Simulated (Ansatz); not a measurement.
AlSb (zinc blende)

```
AlSb
1.0
    0.00000     6.22551     6.22551
    3.11275     3.11275     6.22551
    3.11275     3.11275     0.00000
Sb Al
2 2
Direct
  0.00000   0.75000   0.75000
  0.50000   0.75000   0.75000
  0.00000   0.00000   0.00000
  0.50000   0.00000   0.00000
```

A phonon eigenvector at X = (0.5, 0.5, 0.0) is frozen into this cell: atom i moves by Q times the vector below, so Q is the largest atomic displacement, in Å. The cell is held. It is one choice among 2 degenerate patterns. (q is in reciprocal vectors of the primitive cell; the cell shown is doubled to hold the pattern.)

| atom | x | y | z |
|---|---|---|---|
| Sb1 | -0.221 | 0.000 | 0.000 |
| Sb2 | 0.221 | 0.000 | 0.000 |
| Al3 | 0.000 | 1.000 | 0.000 |
| Al4 | 0.000 | -1.000 | 0.000 |

All values below come from PBE (plane waves to 420 eV, PAW, scalar-relativistic; Ansatz, a first-principles code). k mesh 13×13×13 (Γ-centred), Fermi-Dirac smearing 0.05 eV. Energies are smeared free energies. AlSb was relaxed with its symmetry unable to fall. Spin-orbit coupling is left out, though Sb is heavy. The zero of ΔE is the undisplaced structure.

```
Q (Å)   ΔE (meV/cell)
------  -------------
-0.280            717
-0.187            320
-0.093             80
0.000               0
0.093              80
0.187             320
0.280             717
```

Question: Which DFPT wavenumber at X = (0.5, 0.5, 0.0) belongs to this mode?
A. 66 cm⁻¹
B. 276 cm⁻¹
C. 328 cm⁻¹
D. 148 cm⁻¹

Answer: B, 276 cm⁻¹. The curvature of the scan gives 276 cm⁻¹

(For displaced atoms, the force is minus the slope of the energy, and its curvature is a force constant, which sets phonon frequencies.)
